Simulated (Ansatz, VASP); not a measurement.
# One calculation of Os, two programs

The input INCAR:

```
ALGO     = Normal         # electronic algorithm
EDIFF    = 1E-7           # SCF threshold, eV
EDIFFG   = -0.01          # ionic threshold
ENCUT    = 600            # plane-wave cutoff, eV
GGA      = PS             # functional
IBRION   = 2              # ionic algorithm
ISIF     = 3              # what is computed and relaxed
ISMEAR   = -1             # smearing method
LASPH    = True           # aspherical terms in the spheres
LCHARG   = False          # write CHGCAR
LREAL    = False          # projectors in reciprocal space
LWAVE    = False          # write WAVECAR
NELM     = 80             # most SCF steps
NSW      = 80             # ionic steps
PREC     = Accurate       # precision mode
SIGMA    = 0.1            # smearing width, eV
```

The input KPOINTS:

```
k-points
0
Gamma
  14 14 14
```

File POSCAR:

```
Os
1.0
   -1.5179840853      1.5179840853      1.5179840853
    1.5179840853     -1.5179840853      1.5179840853
    1.5179840853      1.5179840853     -1.5179840853
Os
1
Direct
    0.0000000000      0.0000000000      0.0000000000
```

Input for Ansatz:

```yaml
crystal:
  lattice:
    - [-1.5179840853, 1.5179840853, 1.5179840853]
    - [1.5179840853, -1.5179840853, 1.5179840853]
    - [1.5179840853, 1.5179840853, -1.5179840853]
  atoms:
    - { symbol: Os, position: [0.0, 0.0, 0.0] }
hamiltonian:
  xc: pbesol
  pseudopotentials:
    kind: paw
    azcp:
      Os: "pseudopotentials/Os.paw.azcp"
basis:
  ecutwfc: 420
  fft_grid_basis: typed
kpoints:
  mp_grid: { grid: [14, 14, 14], shift: [0, 0, 0] }
magnetization:
  spin_polarized: false
scf:
  occupations: { method: fermi_dirac, width: 0.1 }
relax:
  max_steps: 60
  f_tol: 0.01
  cell: {}
```

The cell was built by a generator and needn't be a form met in nature.

Alike in both runs: task relaxation of cell and atoms; functional PBEsol; k mesh 14 × 14 × 14; occupations fermi-dirac, width 0.1 eV; no spin polarisation.

|  | VASP | Ansatz |
| --- | --- | --- |
| version | VASP 6.6.1 | Ansatz 0.2.0 |
| potentials or method | VASP PAW PBE potentials, release 64 (Os) | plane waves (420 eV) with PAW, scalar-relativistic |
| plane-wave cutoff (eV) | 600 | 420 |
| valence electrons in the cell | 8 | 16 |

```tsv
	VASP	Ansatz	Ansatz less VASP
relaxed volume (Å³/atom)	14.39	14.36	-0.030
relaxed cell length with the largest relative difference (Å)	2.654	2.652	-0.0018
energy change over the relaxation (meV/atom)	-14	-12	+2.3
```

The two sets of potentials don't hold the same shells in valence. Ansatz warned: «pseudo_functional_mismatch».

Caveats: the PAW data sets were made with another functional, which shifts forces and pressure a little (VASP). The runs have no spin-orbit coupling, so splittings on Os are missing.
